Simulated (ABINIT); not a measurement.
# Te2Mo (P6_3/mmc) in ABINIT: dielectric tensor with LDA

Aim: the dielectric tensor of Te2Mo with LDA.

Program: ABINIT 10.8.3 (patched build). These are calculated values, not measurements. Logs are shortened: lines on timing, memory, paths and dates and some standing lists are left out, and cuts for length are marked. The log counts tension as positive stress, the text compression.

**1. The structure**

The structure is hexagonal, space group P6_3/mmc (No. 194). The conventional cell has a = 3.518 Å, b = 3.518 Å, c = 13.974 Å, α = 90.00°, β = 90.00°, γ = 120.00°. Te (site symmetry 3m) has 3 Mo at 2.72 Å as nearest neighbours. Mo (site symmetry -6m2) has 6 Te at 2.72 Å as nearest neighbours.

**2. Dielectric tensor, LDA**

run.abi reads:

```
# Datasets
ndtset 3

# Pseudopotentials
pp_dirpath "./"
pseudos "Te.upf, Mo.upf"

# Structure
acell 6.6484344517 6.6484344517 26.4062769751
rprim
     1.0000000000     0.0000000000     0.0000000000
    -0.5000000000     0.8660254038     0.0000000000
     0.0000000000     0.0000000000     1.0000000000
ntypat 2
znucl 52 42
natom 6
typat 1 1 1 1 2 2
xred
            2/3            1/3   0.3790000000
            1/3            2/3   0.8790000000
            2/3            1/3   0.1210000000
            1/3            2/3   0.6210000000
            2/3            1/3            3/4
            1/3            2/3            1/4

# Plane-wave basis
ecut 35.0

# k points
ngkpt 6 6 2
nshiftk 1
shiftk 0.0 0.0 0.5

# Exchange and correlation
ixc 7

# Bands and occupations
nband 46
occopt 1

# SCF cycle
nstep 80
diemac 6.0

# Output
prteig 0
prtebands 0
prtwf 0
prtden 0
prtpot 0

# Dataset 1: ground state
kptopt1 1
tolvrs1 1.0e-15
prtwf1 1

# Dataset 2: derivatives of the wave functions by k
iscf2 -3
rfelfd2 2
rfdir2 1 1 1
getwfk2 1
kptopt2 2
nqpt2 1
qpt2 0.0 0.0 0.0
tolwfr2 1.0e-18
prtwf2 1

# Dataset 3: response at q = 0 to electric field
rfelfd3 3
rfdir3 1 1 1
getwfk3 1
getddk3 2
kptopt3 2
nqpt3 1
qpt3 0.0 0.0 0.0
tolvrs3 1.0e-9
```

mrgddb.in reads:

```
merged_DDB
Te2Mo
2
runo_DS1_DDB
runo_DS3_DDB
```

anaddb.abi reads:

```
ddb_filepath "merged_DDB"
output_file "anaddb.abo"
outdata_prefix "ana"
asr 2
chneut 1
dipdip 1
dieflag 2
enunit 0
```

Potentials or basis: PseudoDojo NC SR LDA v0.4.1 standard.

Run with:

```console
> mpirun --bind-to none -np 4 abinit run.abi > log 2>&1
> mrgddb < mrgddb.in > mrgddb.log 2>&1
> anaddb anaddb.abi > anaddb.log 2>&1
```

run.abo:

```text
.Version 10.8.3 of ABINIT
 DATASET    1 : space group P6_3/m m c (#194); Bravais hP (primitive hexag.)
================================================================================
 Values of the parameters that define the memory need for DATASET  1.
     intxc =       0    ionmov =       0      iscf =       7    lmnmax =       6
     lnmax =       6     mgfft =     144  mpssoang =       3    mqgrid =    7033
     natom =       6  nloc_mem =       1    nspden =       1   nspinor =       1
    nsppol =       1      nsym =      24    n1xccc =    2501    ntypat =       2
    occopt =       1   xclevel =       1
       mpw =       10017          nfft =      186624          nkpt =           7
================================================================================
================================================================================

 DATASET    2 : space group P6_3/m m c (#194); Bravais hP (primitive hexag.)
================================================================================
 Values of the parameters that define the memory need for DATASET  2 (RF).
     intxc =       0      iscf =      -3    lmnmax =       6     lnmax =       6
     mgfft =     144  mpssoang =       3    mqgrid =    7033     natom =       6
  nloc_mem =       1    nspden =       1   nspinor =       1    nsppol =       1
      nsym =      24    n1xccc =    2501    ntypat =       2    occopt =       1
   xclevel =       1
      nfft =      186624          nkpt =          36
================================================================================
================================================================================

 DATASET    3 : space group P6_3/m m c (#194); Bravais hP (primitive hexag.)
================================================================================
 Values of the parameters that define the memory need for DATASET  3 (RF).
     intxc =       0      iscf =       7    lmnmax =       6     lnmax =       6
     mgfft =     144  mpssoang =       3    mqgrid =    7033     natom =       6
  nloc_mem =       1    nspden =       1   nspinor =       1    nsppol =       1
      nsym =      24    n1xccc =    2501    ntypat =       2    occopt =       1
   xclevel =       1
      nfft =      186624          nkpt =          36
================================================================================
================================================================================

--------------------------------------------------------------------------------
------------- Echo of variables that govern the present computation ------------
--------------------------------------------------------------------------------
 -outvars: echo values of preprocessed input variables --------
            acell      6.6484344517E+00  6.6484344517E+00  2.6406276975E+01 Bohr
              amu      1.27600000E+02  9.59400000E+01
           diemac      6.00000000E+00
             ecut      3.50000000E+01 Hartree
           getddk1          0
           getddk2          0
           getddk3          2
           getwfk1          0
           getwfk2          1
           getwfk3          1
             iscf1          7
             iscf2         -3
             iscf3          7
              ixc           7
           jdtset        1    2    3
           kptopt1          1
           kptopt2          2
           kptopt3          2
         kptrlatt        6    0    0      0    6    0      0    0    2
          kptrlen      3.98906067E+01
            natom           6
            nband1         46
            nband2         46
            nband3         46
           ndtset           3
            ngfft          36      36     144
             nkpt1          7
             nkpt2         36
             nkpt3         36
             nqpt1          0
             nqpt2          1
             nqpt3          1
            nstep          80
             nsym          24
           ntypat           2
        optdriver1          0
        optdriver2          1
        optdriver3          1
           prtden           0
        prtebands           0
           prteig           0
            prtwf1          1
            prtwf2          1
            prtwf3          0
           rfelfd1          0
           rfelfd2          2
           rfelfd3          3
[... 611 lines left out ...]
meta: {optdriver: 1, rfelfd: 3, }
...

 mkfilename : getwfk/=0, take file _WFK from output of DATASET   1.

 mkfilename : getddk/=0, take file _1WF from output of DATASET   2.

 Exchange-correlation functional for the present dataset will be:
  LDA: Perdew-Wang 92 LSD fit to Ceperley-Alder data - ixc=7
  J.P.Perdew and Y.Wang, PRB 45, 13244 (1992)

 Real(R)+Recip(G) space primitive vectors, cartesian coordinates (Bohr,Bohr^-1):
 R(1)=  6.6484345  0.0000000  0.0000000  G(1)=  0.1504113  0.0868400  0.0000000
 R(2)= -3.3242172  5.7577131  0.0000000  G(2)=  0.0000000  0.1736801  0.0000000
 R(3)=  0.0000000  0.0000000 26.4062770  G(3)=  0.0000000  0.0000000  0.0378698
 Unit cell volume ucvol=  1.0108264E+03 bohr^3
 Angles (23,13,12)=  9.00000000E+01  9.00000000E+01  1.20000000E+02 degrees
 setup1 : take into account q-point for computing boxcut.

 getcut: wavevector=  0.0000  0.0000  0.0000  ngfft=  36  36 144
         ecut(hartree)=     35.000   => boxcut(ratio)=   2.03322
--------------------------------------------------------------------------------

 ==>  initialize data related to q vector <==

 The list of irreducible perturbations for this q vector is:
    1)    idir= 1    ipert=   8
    2)    idir= 3    ipert=   8

================================================================================

 The perturbation idir=   2  ipert=   8 is
 symmetric of a previously calculated perturbation.
 So, its SCF calculation is not needed.

--------------------------------------------------------------------------------
 Perturbation wavevector (in red.coord.)   0.000000  0.000000  0.000000
 Perturbation : homogeneous electric field along direction   1
 The set of symmetries contains only one element for this perturbation.
 symkpt : not enough symmetry to change the number of k points.

--------------------------------------------------------------------------------

--------------------------------------------------------------------------------
[... 67 lines left out ...]
 2DEtotal=   -0.1866533021E+04 Ha. Also 2DEtotal=   -0.507909509726E+05 eV
    (  non-var. 2DEtotal :   -1.8665330196E+03 Ha)

--------------------------------------------------------------------------------
 Perturbation wavevector (in red.coord.)   0.000000  0.000000  0.000000
 Perturbation : homogeneous electric field along direction   3
 The set of symmetries contains only one element for this perturbation.
 symkpt : not enough symmetry to change the number of k points.

--------------------------------------------------------------------------------

--------------------------------------------------------------------------------
[... 44 lines left out ...]
 2DEtotal=   -0.4481355088E+02 Ha. Also 2DEtotal=   -0.121943884192E+04 eV
    (  non-var. 2DEtotal :   -4.4813545425E+01 Ha)
================================================================================

 ---- first-order wavefunction calculations are completed ----

 ==> Compute Derivative Database <==
 The violation of the charge neutrality conditions
 by the effective charges is as follows :
    atom        electric field
 displacement     direction
       1               1       -0.027272        0.000000
       1               2        0.000000        0.000000
       1               3        0.000000        0.000000
       2               1       -0.000000        0.000000
       2               2       -0.027272        0.000000
       2               3        0.000000        0.000000
       3               1        0.000000        0.000000
       3               2        0.000000        0.000000
       3               3        0.050504        0.000000

 Effective charge tensors after
 imposition of the charge neutrality (if requested by user),
 and eventual restriction to some part :
   atom    displacement
         1         1    1.614718E+00    0.000000E+00    0.000000E+00
         1         2    8.413626E-17    1.614718E+00    0.000000E+00
         1         3    0.000000E+00    0.000000E+00    8.876867E-01
         2         1    1.614718E+00    0.000000E+00    0.000000E+00
         2         2    8.413626E-17    1.614718E+00    0.000000E+00
         2         3    0.000000E+00    0.000000E+00    8.876867E-01
[... 10 lines left out ...]
         6         2    4.487631E-16   -3.229436E+00    0.000000E+00
         6         3    0.000000E+00    0.000000E+00   -1.775373E+00
 Now, the imaginary part of the dynamical matrix is zeroed

  Dielectric tensor, in cartesian coordinates,
     j1       j2             matrix element
  dir pert dir pert     real part    imaginary part

   1    8   1    8        20.4853971446        -0.0000000000

   2    8   2    8        20.4853971453        -0.0000000000

   3    8   3    8        10.8400474293        -0.0000000000

  Effective charges, in cartesian coordinates,
  (from electric field response)
   if specified in the inputs, charge neutrality has been imposed
     j1       j2             matrix element
  dir pert dir pert     real part    imaginary part

   1    1   1    8         1.6147181939         0.0000000000
   1    2   1    8         1.6147181939         0.0000000000
   1    3   1    8         1.6147181939         0.0000000000
   1    4   1    8         1.6147181939         0.0000000000
   1    5   1    8        -3.2294363875         0.0000000000
   1    6   1    8        -3.2294363875         0.0000000000
[... 8 lines left out ...]
   3    1   3    8         0.8876867181         0.0000000000
   3    2   3    8         0.8876867181         0.0000000000
   3    3   3    8         0.8876867181         0.0000000000
   3    4   3    8         0.8876867181         0.0000000000
   3    5   3    8        -1.7753734369         0.0000000000
   3    6   3    8        -1.7753734369         0.0000000000

== END DATASET(S) ==============================================================
================================================================================

 -outvars: echo values of variables after computation  --------
            acell      6.6484344517E+00  6.6484344517E+00  2.6406276975E+01 Bohr
           etotal1    -5.5932658940E+02
           etotal2    -9.9775677543E+00
           etotal3    -4.4813550875E+01
            fcart1    -4.0500440257E-28 -5.4560193530E-28 -4.4473850578E-03
                      -2.4300264154E-28 -2.6500665429E-28 -4.4473850578E-03
                      -8.1000880515E-29  2.0265214740E-28  4.4473850578E-03
                       2.4300264154E-28  2.0265214740E-28  4.4473850578E-03
                       2.4300264154E-28  2.0265214740E-28 -0.0000000000E+00
                       2.4300264154E-28  2.0265214740E-28 -0.0000000000E+00
            fcart3     0.0000000000E+00  0.0000000000E+00  0.0000000000E+00
                       0.0000000000E+00  0.0000000000E+00  0.0000000000E+00
                       0.0000000000E+00  0.0000000000E+00  0.0000000000E+00
                       0.0000000000E+00  0.0000000000E+00  0.0000000000E+00
                       0.0000000000E+00  0.0000000000E+00  0.0000000000E+00
                       0.0000000000E+00  0.0000000000E+00  0.0000000000E+00
            rprim      1.0000000000E+00  0.0000000000E+00  0.0000000000E+00
                      -5.0000000000E-01  8.6602540380E-01  0.0000000000E+00
                       0.0000000000E+00  0.0000000000E+00  1.0000000000E+00
           strten1     1.0213339644E-04  1.0213339587E-04  1.0033498763E-04
                       0.0000000000E+00  0.0000000000E+00  0.0000000000E+00
           strten3     0.0000000000E+00  0.0000000000E+00  0.0000000000E+00
                       0.0000000000E+00  0.0000000000E+00  0.0000000000E+00
           xangst      1.7590999988E+00  1.0156168579E+00  5.2959943964E+00
                      -6.5099777377E-17  2.0312337157E+00  1.2282794392E+01
                       1.7590999988E+00  1.0156168579E+00  1.6908055989E+00
                      -6.5099777377E-17  2.0312337157E+00  8.6776055941E+00
                       1.7590999988E+00  1.0156168579E+00  1.0480199993E+01
                      -6.5099777377E-17  2.0312337157E+00  3.4933999976E+00
             xred      6.6666666667E-01  3.3333333333E-01  3.7900000000E-01
                       3.3333333333E-01  6.6666666667E-01  8.7900000000E-01
                       6.6666666667E-01  3.3333333333E-01  1.2100000000E-01
                       3.3333333333E-01  6.6666666667E-01  6.2100000000E-01
                       6.6666666667E-01  3.3333333333E-01  7.5000000000E-01
                       3.3333333333E-01  6.6666666667E-01  2.5000000000E-01
 Calculation completed.
```

It took 44 min on 4 MPI ranks of Arm Neoverse V2, shared host; peak memory 1.2 GiB.

What came out:

```yaml
Free_energy: -15220.0519 eV
Pressure: -3.0 GPa
Largest_force: 0.229 eV/Å
Electronic_dielectric_tensor_diagonal: 20.49, 20.49, 10.84
Born_charges_mean_of_the_diagonal: Te +1.37; Mo -2.74 e
```

Forces on the atoms (eV/Å):
```
Te   0.000  0.000 -0.229
Te   0.000  0.000 -0.229
Te   0.000  0.000  0.229
Te   0.000  0.000  0.229
Mo   0.000  0.000  0.000
Mo   0.000  0.000  0.000
```

Electronic dielectric tensor:
```
20.49  0.00  0.00
 0.00 20.49  0.00
 0.00  0.00 10.84
```

Born effective charge tensors (e):
atom 1, Te
```
1.61 0.00 0.00
0.00 1.61 0.00
0.00 0.00 0.89
```
atom 2, Te
```
1.61 0.00 0.00
0.00 1.61 0.00
0.00 0.00 0.89
```
atom 3, Te
```
1.61 0.00 0.00
0.00 1.61 0.00
0.00 0.00 0.89
```
atom 4, Te
```
1.61 0.00 0.00
0.00 1.61 0.00
0.00 0.00 0.89
```
atom 5, Mo
```
-3.23  0.00  0.00
 0.00 -3.23  0.00
 0.00  0.00 -1.78
```
atom 6, Mo
```
-3.23  0.00  0.00
 0.00 -3.23  0.00
 0.00  0.00 -1.78
```

Spin-orbit coupling is left out, which matters for the levels of Te.
